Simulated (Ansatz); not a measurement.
# WS2/WS2 (multilayer of trigonal-prismatic sheets): converging the G0W0 gap

Aim: see how the G0W0 gap of WS2/WS2 (multilayer of trigonal-prismatic sheets) on PBE moves with empty bands and screening cutoff, and what each rung costs.

Method: G0W0 on PBE, plane waves, PAW, in Ansatz 0.2.0.

### Step 1. The structure

The cell holds 6 atoms: 2 W and 4 S. Cell: a = 3.157 Å, b = 3.157 Å, c = 41.700 Å, α = 90.0°, β = 90.0°, γ = 120.0°. Regions: layer 1 (WS2), 3 atoms (1 W and 2 S); layer 2 (WS2), 3 atoms (1 W and 2 S). Vacuum lies along c.

The structure was relaxed with PBE-D3(BJ). The runs that relaxed it are not among those shown. Spin-orbit coupling is left out unless a step names it. The default PAW set here is soft_2. Its files were made with PBE. The Coulomb interaction is cut off across the vacuum.

### Step 2. 191 empty bands, screening to 38 eV

Now the one-shot GW correction: screening in the RPA, then the self-energy of the levels asked for.

Contents of input.yaml:

```yaml
crystal:
  lattice:
    - [3.1568945706, 0.0, 0.0]
    - [-1.5784472853, 2.7339508952, 0.0]
    - [0.0, 0.0, 41.7]
  atoms:
    - { symbol: W, position: [0.3333333333, 0.6666666667, 0.4270641574] }
    - { symbol: S, position: [0.6666666667, 0.3333333333, 0.4648241863] }
    - { symbol: S, position: [0.6666666667, 0.3333333333, 0.3892596599] }
    - { symbol: W, position: [0.6666666667, 0.3333333333, 0.5729358426] }
    - { symbol: S, position: [0.3333333333, 0.6666666667, 0.6107403401] }
    - { symbol: S, position: [0.3333333333, 0.6666666667, 0.5351758137] }
  periodic: [true, true, false]
kpoints:
  mp_grid: { grid: [9, 9, 1] }
hamiltonian:
  xc: pbe
scf:
  occupations: { method: fixed }
gw:
  n_empty_bands: 191
  ecut_chi: 38
  qp_bands: [v2, c2]
  qp_kpoints: band_edges
  screening: { model: contour_deformation }
```

On the command line:

```console
> ansatz run input.yaml --threads 3 --pin off --max-ram 92160MiB --backend cuda --events-out ev --progress --plain --runs-dir out --devices 1 --max-vram 13GiB
```

Numbers of over 12 decimals in the logs are rounded to 6 here.

The program printed:

```text
GPUs: using 1 of 1 available (devices: 1).
Engine: ansatz 0.2.0, x86_64-unknown-linux-gnu
Pseudopotentials: kind: paw
Pseudopotential: W, paw, valence charge 14, recommended cutoff 420 eV (normal), W.paw.azcp
Pseudopotential: S, paw, valence charge 6, recommended cutoff 420 eV (normal), S.paw.azcp
Functional definition: PBE
  parameter kappa = 0.804
  parameter beta = 0.066725
  exchange = pbe_x(kappa = kappa, mu = beta*pi^2/3)
  correlation = pbe_c(beta = beta)
device memory: the entry about to start is reckoned to put 2.5 GiB on a device that reports 58.8 GiB free (of which the cap on the GPU budget leaves the run 13.0 GiB)
GPU FFT provider: cuFFT
GPU libraries: cuBLAS 13.8.2, cuFFT 12.4.0, cuSOLVER 12.3.4
Crystal: 6 atoms, lattice volume = 359.904 Å³
Basis set: ecut = 420 eV, 6919 PW (Γ)
Bands: 32, of which v1, the nominal top of the filled ones, is band 26 counted from 1 (25 counted from 0)
Symmetry: 12 space group operations
Space group: P-3m1 (ITA 164), of the structure as read, at distance tolerance 7.1e-5 Å
k-points: 12 of 81
Non-local potential: W, projectors of the file, l = 0: 3, l = 1: 2, l = 2: 2, l = 3: 1
Non-local potential: S, projectors of the file, l = 0: 2, l = 1: 2, l = 2: 2
PAW form: soft (Blöchl's): semilocal exchange-correlation on the pseudo side does not see the compensation charge
PAW one-centre angular grid: W, 590 points (default); XC on 64 Gauss nodes
PAW one-centre angular grid: S, 110 points (default); XC on 64 Gauss nodes
Initial density: superposition of atomic densities (neutral atoms: chi_scale 0, normalization atom), corrected by the library's trained network
Initial wavefunctions: pseudopotential atomic-orbital guess
GPU buffer pool allocated for 165888 grid points (all kernels)
GPU transforms: local potential and band sums: pruned to the plane-wave sphere, on 24×24×288
Functional: x = pbe(κ = 0.804, μ = 0.219515), c = pbe(β = 0.066725)
SCF iter   1: F=—  HF=-24382.775609 eV  |F-HF|=—  |Δ(HF+E_count)|=         —  Δρ=3.01e-3  dr2=4.14e-2  ethr=1.77e-3  ⟨swp⟩=7.3  Hψ=2330  notcnv=0  defer=39
preconditioner: auto → Resta (q_TF=auto, 1.976 Å⁻¹)  ε∞=3.0  [insulator: Δε(μ)=1.432 eV  Ē_g=8.403 eV  n_scr=26 (ndim 8)  ℏωp=11.7 eV  f_vac=0.691  ε∞_Penn≈3.0  vacuum switching on, ρ_ref=5.1e-3 e/Å³]
SCF iter   2: F=—  HF=-24382.785010 eV  |F-HF|=—  |Δ(HF+E_count)|=   9.40e-3  Δρ=1.81e-3  dr2=2.93e-2  ethr=7.97e-5  ⟨swp⟩=4.7  Hψ=1047  notcnv=0  defer=48
SCF iter   3: F=—  HF=-24382.783881 eV  |F-HF|=—  |Δ(HF+E_count)|=   1.13e-3  Δρ=1.17e-3  dr2=2.26e-3  ethr=5.63e-5  ⟨swp⟩=3.0  Hψ=615  notcnv=0  defer=48
SCF iter   4: F=—  HF=-24382.787327 eV  |F-HF|=—  |Δ(HF+E_count)|=   3.45e-3  Δρ=5.56e-4  dr2=2.49e-3  ethr=4.35e-6  ⟨swp⟩=3.6  Hψ=944  notcnv=0  defer=48
SCF iter   5: F=—  HF=-24382.787268 eV  |F-HF|=—  |Δ(HF+E_count)|=   5.95e-5  Δρ=1.39e-4  dr2=1.44e-4  ethr=4.35e-6  ⟨swp⟩=2.2  Hψ=543  notcnv=0  defer=48
SCF iter   6: F=—  HF=-24382.787278 eV  |F-HF|=—  |Δ(HF+E_count)|=   1.05e-5  Δρ=3.52e-5  dr2=9.23e-6  ethr=2.76e-7  ⟨swp⟩=3.5  Hψ=866  notcnv=0  defer=48
SCF iter   7: F=—  HF=-24382.787278 eV  |F-HF|=—  |Δ(HF+E_count)|=   5.60e-8  Δρ=8.22e-6  dr2=1.17e-6  ethr=1.77e-8  ⟨swp⟩=3.1  Hψ=741  notcnv=0  defer=46
SCF iter   8: F=-24382.787278 eV  HF=-24382.787278 eV  |F-HF|=4.37e-10  |Δ(HF+E_count)|=   8.14e-8  Δρ=1.70e-6  dr2=1.55e-8  ethr=1.92e-10  ⟨swp⟩=10.8  Hψ=2440  notcnv=0
SCF 1 converged in 8 iterations: F = -24382.787278 eV  dr2 = 1.55e-8
  greatest PAW one-centre occupation: 1.000 electrons in one spin orbital (limit 2), on the W atom at site 3 (counted from 0), in its partial waves of l = 0
device memory: the entry about to start is reckoned to put 2.6 GiB (of the 2.8 GiB reckoned in all, the device holds 0.2 GiB already) on a device that reports 55.2 GiB free (of which the cap on the GPU budget leaves the run 12.8 GiB)
NSCF: frozen V_eff on 12 k-points, pencils in batches of 32, up to order 128
the band table was solved once the SCF had ended and its energy, with any forces and stress, was formed, with the checks that follow a solve (2291 applications of the Hamiltonian). They found nothing against the state; the energy, forces and stress were not computed again (output.eigenvalues in the input reference)
device memory: the entry about to start is reckoned to put 4.6 GiB on a device that reports 55.6 GiB free (of which the cap on the GPU budget leaves the run 13.0 GiB)
NSCF: frozen V_eff on 12 k-points
G₀W₀ screening: q 1/12
[... further progress lines ...]
device memory: the entry about to start is reckoned to put 1.2 GiB on a device that reports 40.2 GiB free (of which the cap on the GPU budget leaves the run 13.0 GiB)
NSCF: frozen V_eff on 1 k-points
SCF converged after 8 iterations
Free energy (F): -24382.787278 eV
Harris-Foulkes:  -24382.787278 eV  (|F-HF|=4.37e-10)
Internal energy: -24382.787278 eV  (E = F + TS)
E sigma→0 (E₀):  -24382.787278 eV
Fermi energy:    -5.267662 eV
--- Per-component energies (eV) ---
  E_band       = -1244.922373
  E_kinetic    = 1333.562574
  E_local      = -192064.073952  (includes V_loc(G=0)·N_el)
  E_nonlocal   = 114.698523
  E_hartree    = 95235.877527
  E_xc         = -924.719705
  E_vxc        = -830.606936  (∫ρ·V_xc dr)
  E_paw        = -19526.293239  (= ΣΔE_a)
  E_vpaw       = -270.222345  (= ΣTr[D̂ρ^β])
  E_aug_tail   = -0.000125  (compensation charges beyond the density's cutoff)
  E_ewald      = 91448.161119
  E_smearing   = -0.000000  (= −TS)
  E_closure    = -0.000000  (closes the sum)
  Σ components = -24382.787278   (vs F -24382.787278, Δ=0.00e0)
--- Band table (eV; the first three rows and the last of 12) ---
  k-point 0: bands = [... 22 lower, -7.2446, -7.2446, -6.0168, -5.2677, -2.7695, -2.7695, -2.7516, -2.7516, ... 2 higher]
  k-point 1: bands = [... 22 lower, -7.2046, -6.8471, -6.0627, -5.5711, -3.0852, -2.9703, -2.8929, -2.8689, ... 2 higher]
  k-point 2: bands = [... 22 lower, -7.4627, -7.0668, -6.4548, -6.3831, -3.5748, -3.1544, -3.1482, -3.0088, ... 2 higher]
  k-point 11: bands = [... 22 lower, -8.0864, -8.0864, -5.7605, -5.6404, -3.7614, -3.7614, -2.7679, -2.0929, ... 2 higher]
--- G₀W₀: contour deformation, 7 samples at zero and on the imaginary axis and 2 off it, 81 q-points, 191 empty bands' worth ---
  eigenvalues of the whole cell's RPA ε∞ on this k-mesh (on a slab, of 1 + 4πα/V) = 1.2414, 4.7749, 4.7749; static W/v taken at q = 0 is 0.383736
  bands read: the sum over 217 bands ends inside a degenerate multiplet in 1 slot, whose members it reads at an even weight; the widest, k=11: bands 217 to 218 (counted from 1) at 1/2 each
  gw.qp_kpoints: band_edges: 9 of 12 stored k-points solved, in 1 pass; an edge of the gap read off the rows below is read off those points alone
    valence top: of the k-points left out ik 8 came nearest to being solved in a further pass, in band 26 (counted from 1, as in the quasiparticle table): it holds the edge there only if its correction is more favourable than any solved in that band by at least 0.944 eV; those differ by 0.103 eV
    conduction bottom: of the k-points left out ik 3 came nearest to being solved in a further pass, in band 27 (counted from 1, as in the quasiparticle table): it holds the edge there only if its correction is more favourable than any solved in that band by at least 0.544 eV; those differ by 0.201 eV
    ik  band        ε_KS         Σx   Σc(E_QP)       V_xc       Z   E_QP_lin       E_QP  E_QP is
     0    25     -6.0168   -18.2357     1.3363   -17.0179  0.7517    -5.8985    -5.8982  root
     0    26     -5.2677   -19.1155     1.1116   -18.2685  0.7583    -5.0040    -5.0031  root
     0    27     -2.7695   -13.8087    -3.5664   -18.3831  0.7555    -1.7353    -1.7614  root
     0    28     -2.7695   -13.8087    -3.5664   -18.3831  0.7555    -1.7353    -1.7614  root
     1    25     -6.0627   -18.5661     1.3899   -17.3182  0.7512    -5.9211    -5.9208  root
     1    26     -5.5711   -19.1627     1.2545   -18.1548  0.7566    -5.3254    -5.3245  root
     1    27     -3.0852   -13.4372    -3.3681   -17.7057  0.7524    -2.1637    -2.1848  root
     1    28     -2.9703   -13.4698    -3.4425   -17.8395  0.7520    -2.0199    -2.0430  root
     2    25     -6.4548   -18.9800     1.5812   -17.5607  0.7476    -6.2933    -6.2928  root
     2    26     -6.3831   -19.0584     1.5631   -17.6731  0.7493    -6.2059    -6.2053  root
     2    27     -3.5748   -13.0991    -3.3133   -17.2338  0.7603    -2.7386    -2.7534  root
     2    28     -3.1544   -13.3824    -3.4404   -17.6972  0.7542    -2.2603    -2.2800  root
     5    25     -6.2698   -19.0612     1.5178   -17.7127  0.7489    -6.1010    -6.1005  root
     5    26     -6.1232   -19.1939     1.4678   -17.9346  0.7519    -5.9155    -5.9148  root
     5    27     -3.6052   -13.1623    -3.2083   -17.2033  0.7603    -2.7575    -2.7725  root
     5    28     -3.2489   -13.4788    -3.3622   -17.7395  0.7551    -2.3306    -2.3505  root
     6    25     -6.6462   -19.3846     1.7317   -17.8303  0.7459    -6.4693    -6.4687  root
     6    26     -6.6024   -19.4322     1.7031   -17.9115  0.7462    -6.4207    -6.4200  root
     6    27     -3.8176   -13.2977    -3.2207   -17.3337  0.7626    -2.9888    -3.0024  root
     6    28     -3.3888   -13.7773    -3.4022   -18.0771  0.7561    -2.4719    -2.4911  root
     7    25     -6.5381   -18.8850     1.7695   -17.2535  0.7512    -6.4005    -6.4001  root
     7    26     -6.4621   -19.0786     1.7097   -17.5305  0.7514    -6.3010    -6.3005  root
     7    27     -3.3409   -14.1860    -3.5173   -18.5792  0.7558    -2.4470    -2.4651  root
     7    28     -2.9919   -14.7977    -3.6311   -19.3648  0.7488    -2.0313    -2.0560  root
[...]
10    25     -6.1375   -18.6519     1.2481   -17.5940  0.7548    -5.9480    -5.9474  root
    10    26     -6.0221   -18.9166     1.2136   -17.9268  0.7555    -5.7990    -5.7983  root
    10    27     -3.3318   -15.5591    -3.3594   -19.8498  0.7528    -2.3799    -2.4005  root
    10    28     -3.2197   -15.8376    -3.3998   -20.1992  0.7511    -2.2345    -2.2579  root
    11    25     -5.7605   -18.6546     0.9286   -17.9523  0.7580    -5.5349    -5.5343  root
    11    26     -5.6404   -18.9259     0.8934   -18.2970  0.7583    -5.3769    -5.3760  root
    11    27     -3.7614   -15.8559    -3.1166   -19.9273  0.7590    -2.7878    -2.8066  root
    11    28     -3.7614   -15.8559    -3.1166   -19.9273  0.7590    -2.7878    -2.8066  root
```

The job ended after 53 s (1 × NVIDIA H100 80GB HBM3 (shared by 6 runs) with 3 threads of AMD EPYC 7R13 (Zen 3), shared host; peak memory 1.5 GiB).

In the SCF lines HF is the Harris–Foulkes energy and dr2 the Hartree energy of the density residual, in eV; the loop may stop once dr2 is under the threshold and the program's other checks hold. Hψ counts applications of the Hamiltonian.

This step gave:

```
bands summed                                 : 217
plane waves in the screening matrix          : 215
q-points in the mesh                         : 81
G0W0 gap on the mesh                         : 2.001 eV
k of the valence top                         : 0, 0, 0
k of the conduction bottom                   : 0.1111, 0.2222, 0
starting gap on the mesh                     : 1.450 eV
Z at the valence top                         : 0.7583
Z at the conduction bottom                   : 0.7626
least direct G0W0 gap on the computed points : 2.569 eV
```

The gap on the mesh goes from 1.45 eV to 2.00 eV, a correction of +0.55 eV. Between the two edge states, bare exchange in place of the xc potential would open the gap by 4.88 eV, and correlation takes back 4.33 eV.

### Step 3. 478 empty bands, screening to 70 eV

Bands and screening cutoff are moved together, since each hides the error of the other.

Edit input.yaml of step 2 so:

```diff
@@ -19,5 +19,6 @@
   occupations: { method: fixed }
+  convergence: { dr2_threshold: 1.0e-10 }
 gw:
-  n_empty_bands: 191
-  ecut_chi: 38
+  n_empty_bands: 478
+  ecut_chi: 70.0
   qp_bands: [v2, c2]
```

The program printed:

```text
GPUs: using 1 of 1 available (devices: 1).
[...]
GPU FFT provider: cuFFT
GPU libraries: cuBLAS 13.8.2, cuFFT 12.4.0, cuSOLVER 12.3.4
Crystal: 6 atoms, lattice volume = 359.904 Å³
Basis set: ecut = 420 eV, 6919 PW (Γ)
Bands: 32, of which v1, the nominal top of the filled ones, is band 26 counted from 1 (25 counted from 0)
[... 1 set-up line as in the run before ...]
[...]
k-points: 12 of 81
[...]
GPU buffer pool allocated for 165888 grid points (all kernels)
[...]
SCF iter   1: F=—  HF=-24382.775609 eV  |F-HF|=—  |Δ(HF+E_count)|=         —  Δρ=3.01e-3  dr2=4.14e-2  ethr=1.77e-3  ⟨swp⟩=7.3  Hψ=2330  notcnv=0  defer=39
[...]
SCF iter  10: F=-24382.787278 eV  HF=-24382.787278 eV  |F-HF|=2.91e-11  |Δ(HF+E_count)|=  2.00e-10  Δρ=7.52e-8  dr2=2.89e-11  ethr=1.00e-12  ⟨swp⟩=11.4  Hψ=2606  notcnv=0
SCF 1 converged in 10 iterations: F = -24382.787278 eV  dr2 = 2.89e-11
[...]
NSCF: frozen V_eff on 12 k-points, pencils in batches of 32, up to order 128
[...]
NSCF: frozen V_eff on 12 k-points
G₀W₀ screening: q 1/12
[... further progress lines ...]
[...]
SCF converged after 10 iterations
Free energy (F): -24382.787278 eV
[...]
Internal energy: -24382.787278 eV  (E = F + TS)
E sigma→0 (E₀):  -24382.787278 eV
Fermi energy:    -5.267313 eV
[...]
--- Band table (eV; the first three rows and the last of 12) ---
  k-point 0: bands = [... 22 lower, -7.2442, -7.2442, -6.0164, -5.2673, -2.7691, -2.7691, -2.7512, -2.7512, ... 2 higher]
  k-point 1: bands = [... 22 lower, -7.2042, -6.8468, -6.0623, -5.5708, -3.0848, -2.9699, -2.8926, -2.8685, ... 2 higher]
  k-point 2: bands = [... 22 lower, -7.4624, -7.0664, -6.4544, -6.3828, -3.5744, -3.1540, -3.1478, -3.0085, ... 2 higher]
  k-point 11: bands = [... 22 lower, -8.0860, -8.0860, -5.7601, -5.6401, -3.7611, -3.7611, -2.7675, -2.0926, ... 2 higher]
[...]
0    25     -6.0164   -18.2356     1.0433   -17.0178  0.7450    -6.1914    -6.1909  root
     0    26     -5.2673   -19.1155     0.7732   -18.2685  0.7503    -5.3412    -5.3411  root
     0    27     -2.7691   -13.8087    -3.9029   -18.3831  0.7476    -2.0871    -2.0975  root
     0    28     -2.7691   -13.8087    -3.9029   -18.3831  0.7476    -2.0871    -2.0975  root
     1    25     -6.0623   -18.5661     1.0886   -17.3181  0.7443    -6.2222    -6.2217  root
     1    26     -5.5708   -19.1627     0.9220   -18.1548  0.7486    -5.6567    -5.6566  root
     1    27     -3.0848   -13.4371    -3.6868   -17.7056  0.7443    -2.4953    -2.5031  root
     1    28     -2.9699   -13.4698    -3.7599   -17.8395  0.7441    -2.3513    -2.3602  root
[...]
11    25     -5.7601   -18.6546     0.5991   -17.9522  0.7509    -5.8635    -5.8633  root
    11    26     -5.6401   -18.9259     0.5540   -18.2969  0.7509    -5.7151    -5.7150  root
    11    27     -3.7611   -15.8558    -3.4822   -19.9273  0.7511    -3.1655    -3.1718  root
    11    28     -3.7611   -15.8558    -3.4822   -19.9273  0.7511    -3.1655    -3.1718  root
```

The job ended after 60 s (1 × NVIDIA H100 80GB HBM3 (shared by 6 runs) with 3 threads; peak memory 2.4 GiB; 1.7 min of CPU time).

This step gave:

* bands summed: 504
* plane waves in the screening matrix: 477
* q-points in the mesh: 81
* G0W0 gap on the mesh: 2.041 eV
* k of the valence top: 0, 0, 0
* k of the conduction bottom: 0.1111, 0.2222, 0
* starting gap on the mesh: 1.450 eV
* Z at the valence top: 0.7503
* Z at the conduction bottom: 0.7556
* least direct G0W0 gap on the computed points: 2.543 eV

Against the run with 9×9×1 mesh, 191 empty bands, screening to 38 eV, the gap moves by +0.04 eV.

### Step 4. The runs together

Times are wall times on 1 × NVIDIA H100 80GB HBM3 (shared by 6 runs) with 3 threads of AMD EPYC 7R13 (Zen 3), shared host, good to a factor of about two.

```tsv
mesh	files	frequency	bands summed	cutoff (eV)	start (eV)	G0W0 (eV)	time	host memory (GiB)
9×9×1	default PAW	contour deformation	217	38	1.450	2.001	53 s	1.5
9×9×1	default PAW	contour deformation	504	70	1.450	2.041	60 s	2.4
```

The parts of the quasiparticle energy at the two band edges (eV; QP = start + Σx + Σc − Vxc):

```tsv
run	edge	start	Σx	Σc	Vxc	Z	QP
217 bands	valence top	-5.27	-19.12	1.11	-18.27	0.76	-5.00
217 bands	conduction bottom	-3.82	-13.30	-3.22	-17.33	0.76	-3.00
504 bands	valence top	-5.27	-19.12	0.77	-18.27	0.75	-5.34
504 bands	conduction bottom	-3.82	-13.30	-3.52	-17.33	0.76	-3.30
```

### Step 5. What came out

| Quantity | Value |
| --- | --- |
| 217 bands, 38 eV | 2.001 eV |
| 504 bands, 70 eV | 2.041 eV |
| estimated limit in bands and cutoff | 2.07 eV |
| mesh and start | 9×9×1, PBE |

**Reading.** A line in one over the bands through the two rungs gives 2.07 eV, +0.03 eV from the top rung; with two points alone it is an unchecked estimate. The rungs stand 0.07 eV (217 bands) and 0.03 eV (504 bands) from it. From 217 to 504 bands the gap moves by +0.04 eV. Σc changes by −0.34 eV at the valence top and −0.30 eV at the conduction bottom, so the levels themselves move more than the gap between them. The 9×9×1 mesh misses a band edge: over a band path and its finer mesh (run apart) the PBE gap is 1.35 eV, so the G0W0 gap over the zone may lie about 0.10 eV below its value on the mesh. The mesh in the plane is coarse for a sheet; gap and any exciton binding can still move on denser ones. The many-body steps are scalar-relativistic: spin-orbit coupling is not in them.

[Paths, hosts, dates, memory and timing lines, banners, echoed tables and standing remarks are left out of the program output.]

[Logs are printed without paths, hosts, clocks, repeated set-up lines and the standing remarks that a program may print on its own settings, such as how far it seeks lower states.]

[Runs of the session that timed out or met a known fault of the program may be left out.]

[Cells called generated may have been cut or substituted from an entry of the Crystallography Open Database or the Materials Project.]

[Hosts, paths, dates, database ids (printed as entryN), source tags and the programs' standing remarks are cut or masked in the printed files.]
